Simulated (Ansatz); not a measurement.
# Property card for MgO

Computed with Ansatz 0.2.0, DFT PBE, scalar-relativistic, plane waves, PAW.

Cutoff 420 eV; k points 10×10×10 on the computed 2-atom cell (Γ-centred); Gaussian smearing, width 0.02 eV; no spin polarisation.

The structure is relaxed at this level of theory with its symmetry kept, and needn't be the ground state of this composition.

```yaml
crystal:
  lattice:
    - [0.00000, 2.12673, 2.12673]
    - [2.12673, 0.00000, 2.12673]
    - [2.12673, 2.12673, 0.00000]
  atoms:
    - { symbol: Mg, position: [0.50000, 0.50000, 0.50000] }
    - { symbol: O, position: [0.00000, 0.00000, 0.00000] }
```

- Space group: Fm-3m (No. 225)
- Volume per atom: 9.62 Å³
- Formation energy from the elements' standard states (uncorrected): -2.685 eV/atom
- Kohn–Sham band gap: 4.46 eV, direct at Γ
- Orbital (Löwdin) character of the top 1 eV of the valence band: O 2p 98 %
- Orbital (Löwdin) character of the lowest 1 eV of the conduction band: Mg 3s 56 %, O 2s 33 %, O 2p 10 %
- Electron masses at the edge by direction of the standard setting (m_e; one valley, along these axes only; no spin-orbit coupling): x: 0.34; y: 0.34; z: 0.34
- Hole masses at the edge by direction of the standard setting (m_e; one valley, along these axes only; no spin-orbit coupling): x: 2.2, 2.2, 0.38; y: 2.2, 2.2, 0.38; z: 2.2, 2.2, 0.38
- Bader charge by site (e): Mg (1 in the cell) 1.72, O (1 in the cell) -1.72

The cell was reached from a generator's guess, though it ends in a space group that the Crystallography Open Database lists for this formula. Kohn–Sham gaps at this level usually fall short of measured ones. Löwdin shares on free-atom orbitals overweight diffuse shells in the empty bands.
